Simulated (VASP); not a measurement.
# TiO2 (Anatase) (I4_1/amd) in VASP: a series of runs, part 2 of 2

VASP 6.6.1. Earlier steps stand in the parts before.

**3. Relaxation of cell and atoms, PBEsol**

Input file INCAR:

```
PREC = Accurate ; ENCUT = 600
EDIFF = 1E-7 ; ISMEAR = 0
SIGMA = 0.03 ; LREAL = False
LASPH = True ; NELM = 80
ALGO = Normal ; ISIF = 3
LWAVE = False ; LCHARG = False
GGA = PS ; IBRION = 2
NSW = 90 ; EDIFFG = -0.005
KPAR = 2
```

Input file KPOINTS:

```
Automatic mesh
0
Gamma
  10 10 10
```

Input file POSCAR:

```
TiO2                                    
1.0
   -1.8860493889      1.8860493889      4.7794973010
    1.8860493889     -1.8860493889      4.7794973010
    1.8860493889      1.8860493889     -4.7794973010
  Ti              O             
     2     4
Direct
     0.0000000000000000    0.0000000000000000    0.0000000000000000
     0.7500000000000000    0.2500000000000000    0.5000000000000000
     0.2075587146781475    0.2075587146781475    0.0000000000000000
     0.9575587146781475    0.4575587146781476    0.5000000000000000
     0.5424412853218525    0.0424412853218525    0.5000000000000000
     0.7924412853218525    0.7924412853218525    0.0000000000000000
```

Potentials or basis: VASP PAW PBE potentials, release 64 (Ti_sv, O).

On the command line:

```
$ cat potpaw_PBE.64/Ti_sv/POTCAR potpaw_PBE.64/O/POTCAR > POTCAR
$ mpirun -np 2 vasp_std > vasp.out
```

OUTCAR:

```text
PREC = Accurate
   ENCUT = 600
   EDIFF = 1E-7
   ISMEAR = 0
   LREAL = False
   LASPH = True
   NELM = 80
   ISIF = 3
   GGA = PS
   IBRION = 2
   NSW = 90
   EDIFFG = -0.005

 ion  position               nearest neighbor table
   1  0.000  0.000  0.000-   5 1.93   4 1.93   5 1.93   4 1.93   3 1.98   6 1.98
   2  0.750  0.250  0.500-   6 1.93   3 1.93   6 1.93   3 1.93   4 1.98   5 1.98
   3  0.208  0.208  0.000-   2 1.93   2 1.93   1 1.98
   4  0.958  0.458  0.500-   1 1.93   1 1.93   2 1.98
   5  0.542  0.042  0.500-   1 1.93   1 1.93   2 1.98
   6  0.792  0.792  0.000-   2 1.93   2 1.93   1 1.98

  LATTYP: Found a body centered tetragonal cell.
 ALAT       =     3.7720987778
 C/A-ratio  =     2.5341315711

  Lattice vectors:

 A1 = (  -1.8860493889,   1.8860493889,   4.7794973010)
 A2 = (   1.8860493889,  -1.8860493889,   4.7794973010)
 A3 = (   1.8860493889,   1.8860493889,  -4.7794973010)

Analysis of symmetry for initial positions (statically):
=====================================================================
 Subroutine PRICEL returns:
 Original cell was already a primitive cell.

 Routine SETGRP: Setting up the symmetry group for a
 body centered tetragonal supercell.

[... 178 lines left out ...]

 E-fermi :   3.5509     XC(G=0): -11.0252

 val. band max:        3.2875872683   @ k =  -0.4000   0.4000   0.0000
 cond. band min:       5.3805684186   @ k =   0.0000   0.0000   0.0000
 fundamental gap:      2.0929811502
 Fermi energy:         3.5509431351

 k-point     1 :       0.0000    0.0000    0.0000
  band No.  band energies     occupation
      1     -52.8176      2.00000
      2     -52.7558      2.00000
      3     -29.4069      2.00000
      4     -29.1602      2.00000
      5     -29.1602      2.00000
      6     -29.0876      2.00000
[... 733 lines left out ...]
     27       6.8455      0.00000
     28       6.9918      0.00000

 [... further k-points ...]
[... 5 lines left out ...]
  --------------------------------------------------------------------------------------
  -------------------------------------------------------------------------------------
  Total        0.0106164      0.0106164      0.0064285      0.0000000      0.0000000      0.0000000
  in kB        0.2501160      0.2501160      0.1514504      0.0000000      0.0000000      0.0000000
  external PRESSURE =       0.2172275 kB  Pullay stress =       0.0000000 kB

 VOLUME and BASIS-vectors are now :
 -----------------------------------------------------------------------------
  energy-cutoff  :      600.00
  volume of cell :       68.01
      direct lattice vectors                 reciprocal lattice vectors
    -1.886049389  1.886049389  4.779497301     0.000000000  0.265104404  0.104613512
     1.886049389 -1.886049389  4.779497301     0.265104404  0.000000000  0.104613512
     1.886049389  1.886049389 -4.779497301     0.265104404  0.265104404  0.000000000

 POSITION                                       TOTAL-FORCE (eV/Angst)
 -----------------------------------------------------------------------------------
      0.00000      0.00000      0.00000        -0.000000     -0.000000     -0.000000
      0.00000      1.88605      2.38975        -0.000000     -0.000000     -0.000000
      0.00000      0.00000      1.98405         0.000000     -0.000000      0.000742
      0.00000      1.88605      4.37380        -0.000000      0.000000      0.000742
     -0.00000      1.88605      0.40570        -0.000000      0.000000     -0.000742
      0.00000      0.00000      7.57494         0.000000     -0.000000     -0.000742
 -----------------------------------------------------------------------------------
    total drift:                               -0.000000     -0.000000     -0.000000

  FREE ENERGIE OF THE ION-ELECTRON SYSTEM (eV)
  ---------------------------------------------------
  free  energy   TOTEN  =       -56.2263654232 eV

  energy  without entropy=      -56.2263654232  energy(sigma->0) =      -56.22636542

 reached required accuracy - stopping structural energy minimisation
```

OSZICAR:

```text
N       E                     dE             d eps       ncg     rms          rms(c)
DAV:   1     0.720975905149E+03    0.72098E+03   -0.27121E+04  5712   0.219E+03
DAV:   2     0.597218988484E+02   -0.66125E+03   -0.64127E+03  6052   0.608E+02
DAV:   3    -0.664814096612E+02   -0.12620E+03   -0.12297E+03  8876   0.226E+02
DAV:   4    -0.722421896212E+02   -0.57608E+01   -0.57543E+01  7984   0.523E+01
DAV:   5    -0.724857415346E+02   -0.24355E+00   -0.24348E+00  8100   0.883E+00    0.322E+01
DAV:   6    -0.567013437336E+02    0.15784E+02   -0.11119E+02  7396   0.103E+02    0.119E+01
DAV:   7    -0.563041800821E+02    0.39716E+00   -0.15275E+01  7480   0.310E+01    0.808E+00
DAV:   8    -0.563843011121E+02   -0.80121E-01   -0.36613E+00  7328   0.187E+01    0.402E+00
DAV:   9    -0.562214909128E+02    0.16281E+00   -0.16224E+00  7676   0.118E+01    0.120E+00
DAV:  10    -0.562278795999E+02   -0.63887E-02   -0.12411E-01  6992   0.267E+00    0.357E-01
DAV:  11    -0.562262756124E+02    0.16040E-02   -0.14683E-02  6652   0.788E-01    0.608E-02
DAV:  12    -0.562264853311E+02   -0.20972E-03   -0.16593E-03  8736   0.379E-01    0.120E-01
DAV:  13    -0.562263616078E+02    0.12372E-03   -0.81442E-04  7956   0.246E-01    0.964E-03
DAV:  14    -0.562263661651E+02   -0.45573E-05   -0.38985E-05  8192   0.604E-02    0.126E-02
DAV:  15    -0.562263655963E+02    0.56882E-06   -0.35186E-06  7972   0.166E-02    0.521E-03
DAV:  16    -0.562263654276E+02    0.16870E-06   -0.19865E-06  8084   0.129E-02    0.107E-03
DAV:  17    -0.562263654232E+02    0.43974E-08   -0.90990E-08  3900   0.296E-03
   1 F= -.56226365E+02 E0= -.56226365E+02  d E =-.562264E+02
```

CONTCAR:

```text
TiO2
   1.00000000000000
    -1.8860493889000001    1.8860493889000001    4.7794973010000001
     1.8860493889000001   -1.8860493889000001    4.7794973010000001
     1.8860493889000001    1.8860493889000001   -4.7794973010000001
  Ti              O
     2     4
Direct
     0.0000000000000000    0.0000000000000000    0.0000000000000000
     0.7500000000000000    0.2500000000000000    0.5000000000000000
     0.2075587146781501    0.2075587146781501    0.0000000000000000
     0.9575587146781501    0.4575587146781501    0.5000000000000000
     0.5424412853218499    0.0424412853218499    0.5000000000000000
     0.7924412853218499    0.7924412853218499    0.0000000000000000

  0.00000000E+00  0.00000000E+00  0.00000000E+00
  0.00000000E+00  0.00000000E+00  0.00000000E+00
  0.00000000E+00  0.00000000E+00  0.00000000E+00
  0.00000000E+00  0.00000000E+00  0.00000000E+00
  0.00000000E+00  0.00000000E+00  0.00000000E+00
  0.00000000E+00  0.00000000E+00  0.00000000E+00
```

Run time: 3 min. Hardware: 2 MPI ranks of AMD EPYC 9R45 (Zen 5), shared host; peak memory 0.42 GiB.

What came out:

| Quantity | Value |
| --- | --- |
| Free energy | -56.2264 eV |
| Pressure after relaxing | 0.0 GPa |
| Band gap on the k mesh | 2.09 eV, indirect (least direct gap 2.42 eV) |

Final structure:
```xyz
6
Lattice="-1.8860 1.8860 4.7795 1.8860 -1.8860 4.7795 1.8860 1.8860 -4.7795" Properties=species:S:1:pos:R:3 pbc="T T T"
Ti    0.0000    0.0000    0.0000
Ti    0.0000    1.8860    2.3897
O     0.0000    0.0000    1.9841
O     0.0000    1.8860    4.3738
O     0.0000    1.8860    0.4057
O     0.0000    0.0000    7.5749
```

Levels at points of the mesh, in eV from the valence-band top:
```
           k point  band 20  band 21  band 22  band 23  band 24  band 25  band 26  band 27  band 28
(0.00, 0.00, 0.00)    -0.78    -0.77    -0.77    -0.46    -0.46     2.09     2.84     4.03     4.04
(0.50, 0.00, 0.00)    -1.99    -1.98    -0.96    -0.83    -0.64     3.25     3.57     3.58     3.66
(0.50, 0.50, 0.00)    -2.67    -2.09    -2.09    -0.04    -0.04     3.33     3.33     3.83     3.83
(0.50, 0.50, 0.50)    -1.36    -1.26    -1.26    -0.10    -0.10     2.45     2.45     3.79     3.79
```

Caveat: the relaxation stopped at its first step, so nothing moved; the PAW data sets were made with another functional, which shifts forces and pressure a little.
